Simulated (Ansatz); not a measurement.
# AlRu (Pm-3m) in Ansatz: notebook

Runs on AlRu. Level: PBE. Tasks: single point, equation of state.

Everything below comes from runs of Ansatz 0.2.0. Logs are shortened: lines on timing, memory, paths and dates and some standing lists are left out, and cuts for length are marked.

**1. The structure**

The structure is cubic, space group Pm-3m (No. 221). The conventional cell has a = 2.992 Å, b = 2.992 Å, c = 2.992 Å, α = 90.00°, β = 90.00°, γ = 90.00°. Ru (site symmetry m-3m) is surrounded by 8 Al at 2.59 Å. Around Al (site symmetry m-3m) lie 8 Ru at 2.59 Å.

**2. Single point, PBE, 12.58 Å³/atom (volume scaled by 0.94)**

Input file input.yaml:

```yaml
crystal:
  lattice:
    - [2.9305298028, 0.0, 0.0]
    - [0.0, 2.9305298028, 0.0]
    - [0.0, 0.0, 2.9305298028]
  atoms:
    - { symbol: Ru, position: [0.5, 0.5, 0.5] }
    - { symbol: Al, position: [0.0, 0.0, 0.0] }
hamiltonian:
  xc: pbe
  pseudopotentials: { kind: paw }
kpoints:
  mp_grid: { grid: [9, 9, 9] }
scf:
  occupations: { method: fermi_dirac, width: 0.05 }
output:
  forces: true
  stress: true
  eigenvalues: true
```

Potentials or basis: Ansatz PAW.

Launch:

```console
ansatz run input.yaml --threads 2 --pin off --max-ram 5632MiB --backend cpu --events-out ev --progress --plain --runs-dir out
```

Log:

```text
Warning: RAYON_NUM_THREADS=2 ignored (pool sized by the plan → 2); use --threads N
Engine: ansatz 0.2.0, aarch64-unknown-linux-gnu
Pseudopotentials: kind: paw
Pseudopotential: Ru, paw, valence charge 16, recommended cutoff 420 eV (normal), Ru.paw.azcp
Pseudopotential: Al, paw, valence charge 3, recommended cutoff 420 eV (normal), Al.paw.azcp
Functional definition: PBE
  parameter kappa = 0.804
  parameter beta = 0.06672455060314922
  exchange = pbe_x(kappa = kappa, mu = beta*pi^2/3)
  correlation = pbe_c(beta = beta)
Crystal: 2 atoms, lattice volume = 25.167 Å³
Basis set: ecut = 420 eV, 461 PW (Γ), exchange–correlation on 40×40×40 points (8 copies of the dense FFT grid, shifted against one another)
Bands: 14, of which v1, the nominal top of the filled ones, is band 10 counted from 1 (9 counted from 0)
Symmetry: 48 space group operations
Space group: Pm-3m (ITA 221), of the structure as read, at distance tolerance 2.9e-5 Å
k-points: 35 of 729
Non-local potential: Ru, projectors of the file, l = 0: 3, l = 1: 2, l = 2: 2, l = 3: 1
Non-local potential: Al, projectors of the file, l = 0: 2, l = 1: 2, l = 2: 1
PAW form: soft (Blöchl's): semilocal exchange-correlation on the pseudo side does not see the compensation charge
PAW one-centre angular grid: Ru, 590 points (default); XC on 64 Gauss nodes
PAW one-centre angular grid: Al, 110 points (default); XC on 64 Gauss nodes
Initial density: superposition of atomic densities (neutral atoms: chi_scale 0, normalization atom), corrected by the library's trained network
Initial wavefunctions: pseudopotential atomic-orbital guess
Functional: x = pbe(κ = 0.804, μ = 0.2195149727645171), c = pbe(β = 0.06672455060314922)
SCF iter   1: F=—  HF=-6417.373885 eV  |F-HF|=—  |Δ(HF+E_count)|=         —  Δρ=7.83e-3  dr2=9.46e-3  ethr=1.77e-3  ⟨swp⟩=5.1  Hψ=2627  notcnv=0
preconditioner: auto → none  [metal: Δε(μ)=0.031 eV  Ē_g=9.414 eV  σ=0.050 eV  W_gap=0.15  n_scr=6 (ndim 8)  ℏωp=24.5 eV  f_vac=0.000  D(μ)=1.72/eV (n_scr^D=18)  sad-step TF]
SCF iter   2: F=—  HF=-6417.372174 eV  |F-HF|=—  |Δ(HF+E_count)|=   1.71e-3  Δρ=4.44e-3  dr2=3.68e-3  ethr=4.98e-5  ⟨swp⟩=1.9  Hψ=819  notcnv=0  defer=1
SCF iter   3: F=—  HF=-6417.371349 eV  |F-HF|=—  |Δ(HF+E_count)|=   8.25e-4  Δρ=4.15e-4  dr2=3.16e-5  ethr=1.94e-5  ⟨swp⟩=2.0  Hψ=612  notcnv=0  defer=1
SCF iter   4: F=—  HF=-6417.371362 eV  |F-HF|=—  |Δ(HF+E_count)|=   1.33e-5  Δρ=1.31e-4  dr2=3.70e-6  ethr=1.66e-7  ⟨swp⟩=2.2  Hψ=670  notcnv=0  defer=1
iter 5 did not close the SCF: its close was put off for the readings that it lacked (scf_convergence_deferred on its scf_iter line)
SCF iter   5: F=-6417.371362 eV  HF=-6417.371362 eV  |F-HF|=4.03e-8  |Δ(HF+E_count)|=   7.55e-7  Δρ=1.85e-5  dr2=5.58e-8  ethr=1.95e-8  ⟨swp⟩=2.2  Hψ=767  notcnv=0  defer=1
SCF iter   6: F=-6417.371362 eV  HF=-6417.371362 eV  |F-HF|=3.57e-10  |Δ(HF+E_count)|=   9.01e-9  Δρ=2.60e-6  dr2=6.10e-10  ethr=2.94e-10  ⟨swp⟩=2.7  Hψ=1648  notcnv=0
SCF 1 converged in 6 iterations: F = -6417.371362 eV  dr2 = 6.10e-10
SCF converged after 6 iterations
Free energy (F): -6417.371362 eV
Harris-Foulkes:  -6417.371362 eV  (|F-HF|=3.57e-10)
Internal energy: -6417.357156 eV  (E = F + TS)
E sigma→0 (E₀):  -6417.364259 eV
Entropy (-TS):   -0.014206 eV (-7.103 meV/atom)
Fermi energy:    17.270080 eV
--- Per-component energies (eV) ---
  E_band       = -98.846052
  E_kinetic    = 546.688624
  E_local      = -1738.308625  (includes V_loc(G=0)·N_el)
  E_nonlocal   = 355.067119
  E_hartree    = 618.731878
  E_xc         = -233.612380
  E_vxc        = -272.567318  (∫ρ·V_xc dr)
  E_paw        = -3929.529063  (= ΣΔE_a)
  E_vpaw       = -227.188485  (= ΣTr[D̂ρ^β])
  E_aug_tail   = -0.000198  (compensation charges beyond the density's cutoff)
  E_ewald      = -2036.394512
  E_smearing   = -0.014206  (= −TS)
  E_closure    = -0.000000  (closes the sum)
  Σ components = -6417.371362   (vs F -6417.371362, Δ=0.00e0)
--- Forces (eV/Å), atoms counted from 1 ---
  atom   1  Ru     0.00000000     0.00000000     0.00000000
  atom   2  Al    -0.00000000     0.00000000     0.00000000
  max |Σ_I F_I| component: 7.75e-29 eV/Å
--- Stress (GPa, compression-positive) ---
       17.759462       0.000000      -0.000000
       -0.000000      17.759462       0.000000
        0.000000       0.000000      17.759462
  P = ⅓ Tr σ = 17.7595 GPa (177.595 kbar)
--- Band table (eV; the first three rows and the last of 35) ---
  k-point 0: bands = ["-54.4947", "-24.4383", "-24.4383", "-24.4383", "7.3341", "13.4326", "13.4326", "17.5336", "17.5336", "17.5336", "23.7484", "23.7484", "23.7484", "28.6543"]
  k-point 1: bands = ["-54.4923", "-24.4696", "-24.4357", "-24.4357", "7.5827", "13.5219", "13.5250", "17.2272", "17.2272", "17.5655", "22.7042", "24.2345", "24.2345", "28.0674"]
  k-point 2: bands = ["-54.4861", "-24.5482", "-24.4291", "-24.4291", "8.2979", "13.6311", "13.7614", "16.5808", "16.5808", "17.6475", "21.0493", "25.4182", "25.4182", "26.7970"]
  k-point 34: bands = ["-54.4353", "-24.6332", "-24.6326", "-24.6326", "12.2568", "12.4790", "12.4790", "18.6484", "18.6484", "20.5471", "20.7595", "22.0491", "22.0491", "26.6521"]
```

Run time: 0.54 s. Hardware: 2 threads of Arm Neoverse V1, shared host; peak memory 0.27 GiB.

Results:

```yaml
Free_energy: -6417.3714 eV
Pressure: 17.8 GPa
Band_gap_on_the_k_mesh: none (metal or under the smearing width)
```

**3. Single point, PBE, 12.85 Å³/atom (volume scaled by 0.96)**

Changes to input.yaml since step 2:

```diff
@@ -2,5 +2,5 @@
   lattice:
-    - [2.9305298028, 0.0, 0.0]
-    - [0.0, 2.9305298028, 0.0]
-    - [0.0, 0.0, 2.9305298028]
+    - [2.9511680166, 0.0, 0.0]
+    - [0.0, 2.9511680166, 0.0]
+    - [0.0, 0.0, 2.9511680166]
   atoms:
@@ -19 +19,5 @@
   eigenvalues: true
+  write_density: true
+  write_potential: true
+  elf: true
+  volumetric_format: npy
```

Potentials or basis: Ansatz PAW.

Launch:

```console
ansatz run input.yaml --threads 2 --pin off --max-ram 5632MiB --backend cpu --events-out ev --progress --plain --runs-dir out
```

Run time: 0.67 s. Hardware: 2 threads of Arm Neoverse V1, shared host; peak memory 0.27 GiB.

The run converged. Its results:

* Free energy: -6417.4211 eV
* Pressure: 12.1 GPa
* Band gap on the k mesh: none (metal or under the smearing width)

**4. Single point, PBE, 13.12 Å³/atom (volume scaled by 0.98)**

Input file input.yaml:

```yaml
crystal:
  lattice:
    - [2.9715215427, 0.0, 0.0]
    - [0.0, 2.9715215427, 0.0]
    - [0.0, 0.0, 2.9715215427]
  atoms:
    - { symbol: Ru, position: [0.5, 0.5, 0.5] }
    - { symbol: Al, position: [0.0, 0.0, 0.0] }
hamiltonian:
  xc: pbe
  pseudopotentials: { kind: paw }
kpoints:
  mp_grid: { grid: [9, 9, 9] }
scf:
  occupations: { method: fermi_dirac, width: 0.05 }
output:
  forces: true
  stress: true
  eigenvalues: true
```

Launch:

```console
ansatz run input.yaml --threads 2 --pin off --max-ram 5632MiB --backend cpu --events-out ev --progress --plain --runs-dir out
```

Run time: 0.54 s. Hardware: 2 threads of Arm Neoverse V1, shared host; peak memory 0.27 GiB.

Results (log left out):

| Property | Result |
| --- | --- |
| Free energy | -6417.4531 eV |
| Pressure | 7.1 GPa |
| Band gap on the k mesh | none (metal or under the smearing width) |

**5. Single point, PBE, 13.39 Å³/atom**

Changes to input.yaml since step 4:

```diff
@@ -2,5 +2,5 @@
   lattice:
-    - [2.9715215427, 0.0, 0.0]
-    - [0.0, 2.9715215427, 0.0]
-    - [0.0, 0.0, 2.9715215427]
+    - [2.9916, 0.0, 0.0]
+    - [0.0, 2.9916, 0.0]
+    - [0.0, 0.0, 2.9916]
   atoms:
```

Launch:

```console
ansatz run input.yaml --threads 2 --pin off --max-ram 5632MiB --backend cpu --events-out ev --progress --plain --runs-dir out
```

Run time: 0.54 s. Hardware: 2 threads of Arm Neoverse V1, shared host; peak memory 0.27 GiB.

Results (log left out):

```
Free energy            : -6417.4690 eV
Pressure               : 2.5 GPa
Band gap on the k mesh : none (metal or under the smearing width)
```

**6. Single point, PBE, 13.65 Å³/atom (volume scaled by 1.02)**

Changes to input.yaml since step 5:

```diff
@@ -2,5 +2,5 @@
   lattice:
-    - [2.9916, 0.0, 0.0]
-    - [0.0, 2.9916, 0.0]
-    - [0.0, 0.0, 2.9916]
+    - [3.0114124979, 0.0, 0.0]
+    - [0.0, 3.0114124979, 0.0]
+    - [0.0, 0.0, 3.0114124979]
   atoms:
@@ -19 +19,5 @@
   eigenvalues: true
+  write_density: true
+  write_potential: true
+  elf: true
+  volumetric_format: npy
```

Potentials or basis: Ansatz PAW.

Launch:

```console
ansatz run input.yaml --threads 2 --pin off --max-ram 5632MiB --backend cpu --events-out ev --progress --plain --runs-dir out
```

It took 0.78 s on 2 threads of Arm Neoverse V1, shared host; peak memory 0.28 GiB.

The run converged. Its results:

| Property | Result |
| --- | --- |
| Free energy | -6417.4706 eV |
| Pressure | -1.5 GPa |
| Band gap on the k mesh | none (metal or under the smearing width) |

**7. Single point, PBE, 13.92 Å³/atom (volume scaled by 1.04)**

Input file input.yaml:

```yaml
crystal:
  lattice:
    - [3.0309676725, 0.0, 0.0]
    - [0.0, 3.0309676725, 0.0]
    - [0.0, 0.0, 3.0309676725]
  atoms:
    - { symbol: Ru, position: [0.5, 0.5, 0.5] }
    - { symbol: Al, position: [0.0, 0.0, 0.0] }
hamiltonian:
  xc: pbe
  pseudopotentials: { kind: paw }
kpoints:
  mp_grid: { grid: [9, 9, 9] }
scf:
  occupations: { method: fermi_dirac, width: 0.05 }
output:
  forces: true
  stress: true
  eigenvalues: true
```

Launch:

```console
ansatz run input.yaml --threads 2 --pin off --max-ram 5632MiB --backend cpu --events-out ev --progress --plain --runs-dir out
```

Wall time 0.64 s (2 threads of Arm Neoverse V1, shared host); peak memory 0.27 GiB.

Results (log left out):

```yaml
Free_energy: -6417.4592 eV
Pressure: -5.2 GPa
Band_gap_on_the_k_mesh: none (metal or under the smearing width)
```

**8. Single point, PBE, 14.19 Å³/atom (volume scaled by 1.06)**

Changes to input.yaml since step 7:

```diff
@@ -2,5 +2,5 @@
   lattice:
-    - [3.0309676725, 0.0, 0.0]
-    - [0.0, 3.0309676725, 0.0]
-    - [0.0, 0.0, 3.0309676725]
+    - [3.0502737196, 0.0, 0.0]
+    - [0.0, 3.0502737196, 0.0]
+    - [0.0, 0.0, 3.0502737196]
   atoms:
```

Launch:

```console
ansatz run input.yaml --threads 2 --pin off --max-ram 5632MiB --backend cpu --events-out ev --progress --plain --runs-dir out
```

Wall time 0.62 s (2 threads of Arm Neoverse V1, shared host); peak memory 0.27 GiB.

The run converged. Its results:

```
Free energy            : -6417.4362 eV
Pressure               : -8.5 GPa
Band gap on the k mesh : none (metal or under the smearing width)
```

**9. Equation of state, PBE**

Potentials or basis: Ansatz PAW.

No new run: the results of the series are fitted here.

Results:

```yaml
Equilibrium_volume: 13.55 Å³/atom
Bulk_modulus: 204 GPa
Pressure_derivative_of_the_bulk_modulus: 4.4
```

Energy against volume, from the lowest point:
```
volume (Å³/atom)  energy (meV/atom)
          12.584              49.62
          12.851              24.73
          13.119               8.75
          13.387               0.78
          13.655               0.00
          13.922               5.69
          14.190              17.18
```
